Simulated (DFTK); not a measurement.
# GaSb (F-43m) in DFTK: reference runs

How does GaSb come out in PBEsol? The cell is run as given.

Program: DFTK 0.8.2. These are calculated values, not measurements. Logs are shortened: lines on timing, memory, paths and dates and some standing lists are left out, and cuts for length are marked.

**What was measured.**

A printed reference work, data compilation reports, for a bulk crystal of GaSb at 4.2 K: band gap 0.811 eV (direct).

The runs below are set against these values where they give the same quantity.

### 1 The structure

The structure is cubic, space group F-43m (No. 216). Conventional cell: a = 6.118 Å, b = 6.118 Å, c = 6.118 Å, α = 90.00°, β = 90.00°, γ = 90.00°. Around Sb (site symmetry -43m) lie 4 Ga at 2.65 Å. Ga (site symmetry -43m) has 4 Sb at 2.65 Å as nearest neighbours.

### 2 Single point, PBEsol

The input, run.jl:

```julia
using DFTK
using PseudoPotentialData
using Unitful, UnitfulAtomic
using LinearAlgebra, Printf
include("save.jl")
disable_threading()

# lattice vectors are the columns
lattice = austrip(1u"Å") * [           0.0          3.059          3.059;
                    3.059            0.0          3.059;
                    3.059          3.059            0.0]
symbols   = [:Sb, :Ga]
positions = [[0.75, 0.75, 0.75],
             [0.0, 0.0, 0.0]]
pseudopotentials = PseudoFamily("dojo.nc.sr.pbesol.v0_4_1.standard.upf")
elements = Dict(s => ElementPsp(s, pseudopotentials) for s in unique(symbols))
atoms    = [elements[s] for s in symbols]

build_model(lattice, positions; symmetries=true) =
    model_DFT(lattice, atoms, positions;
              functionals=PBEsol(),
              temperature=austrip(0.05u"eV"),
              smearing=Smearing.FermiDirac(),
              symmetries)
Ecut  = 40.0  # hartree
kgrid = [8, 8, 8]
tol   = 1e-6
to_GPa = ustrip(uconvert(u"GPa", 1u"hartree/bohr^3"))

model = build_model(lattice, positions)
basis = PlaneWaveBasis(model; Ecut, kgrid)
display(basis)
scfres = self_consistent_field(basis;
                               tol,
                               nbandsalg=AdaptiveBands(model; n_bands_converge=19))
display(scfres.energies)
@printf "Fermi level: %.6f eV\n" ustrip(auconvert(u"eV", something(scfres.εF, NaN)))
forces = compute_forces_cart(scfres)
println("Forces (eV/Å)")
for (s, f) in zip(symbols, forces)
    @printf "%-3s %12.6f %12.6f %12.6f\n" s ustrip.(auconvert.(u"eV/Å", f))...
end
stress = compute_stresses_cart(scfres)
println("Stress (GPa)")
display(round.(stress * to_GPa; digits=4))
println("Levels at the first k-point (eV): ", round.(ustrip.(auconvert.(u"eV", scfres.eigenvalues[1][1:scfres.n_bands_converge])); digits=4))
save_scf!(scfres; forces, stress)
```

Potentials or basis: dojo.nc.sr.pbesol.v0_4_1.standard.upf (PBEsol).

On the command line:

```console
julia --threads=1 run.jl  # save.jl only writes the numbers to a file and isn't shown; printed stress counts tension as positive; times include loading and compiling
```

Output:

```text
PlaneWaveBasis discretization:

    Ecut                 : 40.0 Ha
    fft_size             : (50, 50, 50), 125000 total points
    kgrid                : MonkhorstPack([8, 8, 8])
    num.   red. kpoints  : 512
    num. irred. kpoints  : 43

    Discretized Model(gga_x_pbe_sol+gga_c_pbe_sol, 3D):
        lattice (in Bohr)    : [0         , 5.78067   , 5.78067   ]
                               [5.78067   , 0         , 5.78067   ]
                               [5.78067   , 5.78067   , 0         ]
        unit cell volume     : 386.34 Bohr³

        atoms                : GaSb
        pseudopot. family    : PseudoFamily("dojo.nc.sr.pbesol.v0_4_1.standard.upf")

        num. electrons       : 28
        spin polarization    : none
        temperature          : 0.0018375 Ha
        smearing             : DFTK.Smearing.FermiDirac()

        terms                : Kinetic()
                               AtomicLocal()
                               AtomicNonlocal()
                               Ewald(nothing)
                               PspCorrection()
                               Hartree()
                               Xc(gga_x_pbe_sol, gga_c_pbe_sol)
                               Entropy()
n     Energy            log10(ΔE)   log10(Δρ)   Diag   Δtime
---   ---------------   ---------   ---------   ----   ------
  1   -167.1381263724                   -1.00    4.4    11.0s
  2   -167.1427375009       -2.34       -1.49    1.4    4.65s
  3   -167.1431470388       -3.39       -1.81    2.2    5.97s
  4   -167.1431816796       -4.46       -2.25    1.4    4.35s
  5   -167.1431910843       -5.03       -2.57    1.2    4.67s
  6   -167.1431943400       -5.49       -3.22    2.0    5.24s
  7   -167.1431945064       -6.78       -3.43    2.0    5.75s
  8   -167.1431945783       -7.14       -4.44    1.7    5.42s
  9   -167.1431945804       -8.68       -4.58    3.1    6.31s
 10   -167.1431945806       -9.74       -4.75    1.0    4.46s
 11   -167.1431945807       -9.81       -5.69    2.0    5.71s
 12   -167.1431945808      -11.57       -6.45    2.3    5.55s
Energy breakdown (in Ha):
    Kinetic             115.7274253
    AtomicLocal         -144.9534872
    AtomicNonlocal      -57.1648101
    Ewald               -91.6498379
    PspCorrection       3.6865614
    Hartree             50.4208470
    Xc                  -43.2098742
    Entropy             -0.0000189

    total               -167.143194580752
Fermi level: 4.649837 eV
Forces (eV/Å)
Sb      0.000000     0.000000     0.000000
Ga     -0.000000    -0.000000    -0.000000
Stress (GPa)
3×3 StaticArraysCore.SMatrix{3, 3, Float64, 9} with indices SOneTo(3)×SOneTo(3):
 0.1525  0.0     0.0
 0.0     0.1525  0.0
 0.0     0.0     0.1525
Levels at the first k-point (eV): [-24.1609, -24.1609, -24.1609, -24.1418, -24.1418, -10.4111, -10.4111, -10.4111, -10.3614, -10.3614, -6.9079, 4.5737, 4.5981, 4.5981, 4.5981, 7.3767, 7.3767, 7.3767, 10.2623]
```

Wall time 2.5 min (1 thread of AMD EPYC 9R45 (Zen 5), shared host); peak memory 2.1 GiB.

Results:

* Free energy: -4548.1980 eV
* Pressure: -0.2 GPa
* Band gap on the k mesh: none (metal or under the smearing width)

Caveat: this crystal is a semiconductor, whose small gap the functional closes, so the metal is an error of the method.

### 3 How close it comes

Step 2. A measured gap of GaSb is 0.811 eV (direct; 4.2 K; a printed reference work, data compilation); the calculated 0.00 eV misses it by -0.81 eV. Spin-orbit coupling on Ga, Sb is left out. The value is that of PBEsol on a finite k mesh, which can miss the band edges, without temperature or zero-point motion. Semilocal functionals fall short of measured gaps as a rule.
